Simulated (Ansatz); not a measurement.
The system is Li2O.

```
O Li
1.0
     0.00000    2.32685    2.32685
     2.32685    0.00000    2.32685
     2.32685    2.32685    0.00000
O Li
1 2
Direct
  0.00000 0.00000 0.00000
  0.25000 0.25000 0.25000
  0.75000 0.75000 0.75000
```

The cell comes from a database or a generator and needn't be the stable form of this composition.

Program: Ansatz 0.2.0. Alike in all runs: task band structure; potentials or basis Ansatz PAW; no spin polarisation; cell as given; k mesh 5 × 5 × 5; smearing fermi-dirac 0.05 eV; the mesh is coarse, so values aren't converged.

Q: Order these runs on this cell by their pressure, lowest first.
A. level PBEsol0; cutoff (eV) 420
B. level HSE06; cutoff (eV) 420
C. level r2SCAN50; cutoff (eV) 500

A: C (-7.9 GPa), A (-6.1 GPa), B (-4.5 GPa).

Caveats: all runs use coarse meshes; the PAW data sets come from PBE, with cores solved anew for the run's functional, which leaves a small shift of forces and pressure; the thresholds are loose for stress.
